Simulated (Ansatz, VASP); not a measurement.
# LiF: VASP beside Ansatz

INCAR

```
PREC = Accurate
ENCUT = 520
EDIFF = 1E-7
ISMEAR = 0
SIGMA = 0.05
LREAL = F
LASPH = T
NELM = 100
ALGO = Normal
ISIF = 2
LWAVE = F
LCHARG = T
GGA = PS
LELF = T
LVHAR = T
NBANDS = 18
```

The input KPOINTS:

```
Automatic mesh
0
Gamma
  9 9 6
```

The input POSCAR:

```
LiF
1.0
    3.0609398175      0.0000000000      0.0000000000
   -1.5304699087      2.6508516414      0.0000000000
    0.0000000000      0.0000000000      4.8073245700
Li F
2 2
Direct
    0.3333333333      0.6666666667      0.3811542600
    0.6666666667      0.3333333333      0.8811542600
    0.3333333333      0.6666666667      0.9782425467
    0.6666666667      0.3333333333      0.4782425467
```

Input for Ansatz:

```yaml
crystal:
  lattice:
    - [3.0609398175, 0.0, 0.0]
    - [-1.5304699087, 2.6508516414, 0.0]
    - [0.0, 0.0, 4.80732457]
  atoms:
    - { symbol: Li, position: [0.3333333333, 0.6666666667, 0.38115426] }
    - { symbol: Li, position: [0.6666666667, 0.3333333333, 0.88115426] }
    - { symbol: F, position: [0.3333333333, 0.6666666667, 0.9782425467] }
    - { symbol: F, position: [0.6666666667, 0.3333333333, 0.4782425467] }
basis:
  ecutwfc: 420
kpoints:
  mp_grid: { grid: [9, 9, 6] }
hamiltonian:
  xc: pbesol
scf:
  occupations: { method: gaussian, width: 0.05 }
output:
  forces: true
  stress: true
  eigenvalues: true
```

Change from the starting cell: all F atoms moved -0.075 Å, as atom 3 along Cartesian [0 0 1].

Alike in both runs: task single point; functional PBEsol; k mesh 9 × 9 × 6; occupations gaussian, width 0.05 eV; no spin polarisation.

```csv
,VASP,Ansatz
version,VASP 6.6.1,Ansatz 0.2.0
potentials or method,"VASP PAW PBE potentials, release 64 (Li_sv, F)","scalar-relativistic, plane waves, PAW"
plane-wave cutoff (eV),520,420
valence electrons in the cell,20,20
```

```csv
,VASP,Ansatz,Ansatz less VASP
gap on the k mesh at the Fermi level (eV),7.66,7.67,+0.013
least direct gap on the mesh (eV),7.66,7.67,+0.013
rms of the force components (eV/Å),0.113,0.108,-0.0052
```

Atom by atom the forces differ by 0.005 eV/Å (rms over components). With one functional, cell and mesh, what is left measures potentials, basis and numerics.

Caveats: the PAW data sets were made with another functional, which shifts forces and pressure a little (VASP); an odd mesh through Γ misses points on the zone boundary, where band edges often lie.
